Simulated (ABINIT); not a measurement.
Write the native input for ABINIT 10.8.3 (patched build) that does the following.

| Item | Value |
| --- | --- |
| Task | single point |
| Functional | PBE |
| Potentials or basis | Ansatz NC PBE |
| Cutoff | 1143 eV |
| k mesh | 8 × 8 × 8 |
| Occupations | fermi-dirac, width 0.05 eV |
| Spin | no spin polarisation |

The system is Al2Pt.

```
Pt Al
1.0
     0.00000    2.95500    2.95500
     2.95500    0.00000    2.95500
     2.95500    2.95500    0.00000
Pt Al
1 2
Direct
  0.00000 0.00000 0.00000
  0.75000 0.75000 0.75000
  0.25000 0.25000 0.25000
```

One way to write it, as run:

run.abi

```
pp_dirpath "./"
pseudos "Pt.upf, Al.upf"

acell 4.1790010768 4.1790010768 4.1790010768 Angstrom
rprim
     0.0000000000     0.7071067812     0.7071067812
     0.7071067812     0.0000000000     0.7071067812
     0.7071067812     0.7071067812     0.0000000000
ntypat 2
znucl 78 13
natom 3
typat 1 2 2
xcart
     0.0000000000     0.0000000000     0.0000000000
     8.3762110474     8.3762110474     8.3762110474
     2.7920703491     2.7920703491     2.7920703491

ecut 42.0

kptopt 1
ngkpt 8 8 8
nshiftk 1
shiftk 0.0 0.0 0.0

ixc 11

nband 16
occopt 3
tsmear 0.05 eV

nstep 100
tolvrs 1.0e-10

iomode 3
prtwf 0
prtden 0
prteig 0
prtebands 0
enunit 1
```

Potentials or basis: Ansatz NC PBE.

Command:

```console
$ abinit run.abi > log 2>&1
```

It gave:

```yaml
Pressure: 2.6 GPa
Band_gap_on_the_k_mesh: none (metal or under the smearing width)
Valence_electrons_inside_the_program's_atomic_spheres: Pt 14.56; Al 0.90
```

It took 83 s on 1 thread of Arm Neoverse V1, on a shared host, peak memory 0.12 GiB.
